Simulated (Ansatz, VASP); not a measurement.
## Two plane-wave programs on TaN

The input INCAR:

```
PREC = Accurate
ENCUT = 520
EDIFF = 1E-8
ISMEAR = -1
SIGMA = 0.03
LREAL = False
LASPH = True
NELM = 100
ALGO = Normal
ISIF = 2
LWAVE = False
LCHARG = False
GGA = PE
LEFG = True
NBANDS = 33
```

KPOINTS

```
regular mesh
0
Gamma
  5 5 8
```

The input POSCAR:

```
TaN
1.0
    5.2368492484      0.0000000000      0.0000000000
   -2.6184246242      4.5352444848      0.0000000000
    0.0000000000      0.0000000000      2.9080000000
Ta N
3 3
Direct
    0.0000000000      0.0000000000      0.0000000000
    0.3333333333      0.6666666667      0.5000000000
    0.6666666667      0.3333333333      0.5000000000
    0.5000000000      0.0000000000      0.0000000000
    0.5000000000      0.5000000000      0.0000000000
    0.0000000000      0.5000000000      0.0000000000
```

Input for Ansatz:

```yaml
crystal:
  lattice:
    - [5.2368492484, 0.0, 0.0]
    - [-2.6184246242, 4.5352444848, 0.0]
    - [0.0, 0.0, 2.908]
  atoms:
    - { symbol: Ta, position: [0.0, 0.0, 0.0] }
    - { symbol: Ta, position: [0.3333333333, 0.6666666667, 0.5] }
    - { symbol: Ta, position: [0.6666666667, 0.3333333333, 0.5] }
    - { symbol: "N", position: [0.5, 0.0, 0.0] }
    - { symbol: "N", position: [0.5, 0.5, 0.0] }
    - { symbol: "N", position: [0.0, 0.5, 0.0] }
kpoints:
  mp_grid: { grid: [5, 5, 8] }
scf:
  occupations: { method: fermi_dirac, width: 0.03 }
hamiltonian:
  xc: pbe
  pseudopotentials: { kind: paw }
output:
  forces: true
  stress: true
  eigenvalues: true
  efg: { contact_densities: true }
  write_density: true
  write_potential: true
  elf: true
  volumetric_format: npy
```

Change from the starting cell: equal xx and yy strain of +1 %, PAW files.

Alike in both runs: task electric field gradients; functional PBE; k mesh 5 × 5 × 8; occupations fermi-dirac, width 0.03 eV; no spin polarisation.

```csv
,VASP,Ansatz
version,VASP 6.6.1,Ansatz 0.2.0
potentials or method,"VASP PAW PBE potentials, release 64 (Ta_pv, N)","PAW with Ansatz's default frozen-core files, scalar-relativistic"
plane-wave cutoff (eV),520,420
valence electrons in the cell,48,54
```

```csv
,VASP,Ansatz,Ansatz less VASP
pressure (GPa),5.3,4.6,-0.75
largest component of the traceless stress (GPa),2.01,1.87,-0.145
Vzz of the field gradient on the site that differs most (V/Å²),-345.8,-470.9,-125.13
```

With one functional, cell and mesh, what is left measures potentials, basis and numerics. The two sets of potentials don't hold the same shells in valence. Ansatz warned: «gradients_without_spin_orbit».

The runs have no spin-orbit coupling, so splittings on Ta are missing.
